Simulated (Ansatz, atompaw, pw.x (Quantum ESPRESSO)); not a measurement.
**zinc: does the PAW (atompaw) potential hold in the solid?**

- Element: zinc
- Generator: atompaw 4.2.0.5
- Type: PAW
- Functional: PBE
- Relativity: scalar-relativistic
- Frozen core: [Ar]
- Valence charge: 12
- Reference configuration: 3d10 4s2 4p0
- Partial waves: 4s (bound): rc 2.65 bohr; 4s channel at -0.05 Ry: rc 2.80 bohr; 4p (bound, empty): rc 2.80 bohr; 4p channel at 3.55 Ry: rc 2.80 bohr; 3d (bound): rc 1.40 bohr; 3d channel at 2.2 Ry: rc 1.40 bohr
- Local potential: troulliermartins scheme with l = 3 at 0 Ry, radius 2.40 bohr
- Core correction: smooth core density matched at 1.60 bohr
- Augmentation charge: sinc compensation charge, radius 2.75 bohr; PAW radius 2.80 bohr; waves and projectors: custom polynom vanderbiltortho

Crystal test: bcc Zn in pw.x 7.5, no spin, 15³ k-points, Fermi–Dirac smearing 0.01 Ry, cutoffs 170/900 Ry. The reference is all-electron LAPW (Ansatz 0.2.0) with the same functional, mesh and smearing; V0 and B0 come from Birch–Murnaghan fits to the pressures at five volumes. Errors are pseudo minus all-electron; Δ is the rms difference of the E(V) curves that follow from these fits, minima aligned, over ±6 % about the mean V0. Mesh and smearing are coarse, so the numbers serve the comparison and aren't converged zero-temperature values; the lattice is a test structure that the element need not adopt.

```
V (Å³/atom)  P all-electron (GPa)  P pseudo (GPa)
     14.468                  4.67            4.56
     14.848                  2.51            2.63
     15.229                  0.67            0.99
     15.610                 -0.89           -0.41
     15.990                 -2.22           -1.60
```

All-electron: a0 = 3.134 Å (V0 = 15.39 Å³/atom), B0 = 64.0 GPa.

Pseudopotential: mean pressure error (GPa): +0.28; a0 (Å): 3.141; a0 error (%): +0.23; B0 error (%): -13.9; Δ (meV/atom): 1.4. The largest radius (2.80 bohr) exceeds half the bond length (2.56 bohr), so the spheres overlap, which is one possible source of error among others. This is a poor potential for the solid. The logarithmic derivative shows an extra or strongly shifted pseudo pole above the reference energy (s near 1.52 Ry).

Q: At the middle volume, how do free energy and pressure move when the wave cutoff is lowered (ecutrho held at 900 Ry)?

A:

| cutoff (Ry) | shift of F (meV/atom) | shift of P (GPa) |
| --- | --- | --- |
| 76 | +121.3 | -6.75 |
| 102 | +21.1 | +0.05 |
| 136 | +2.4 | -0.26 |

The run at the middle volume (120 k-points, 8 iterations) took about 89 s on one core of a shared host (Intel(R) Xeon(R) Platinum 8375C CPU @ 2.90GHz, 64 threads, 496 GiB, load 21).
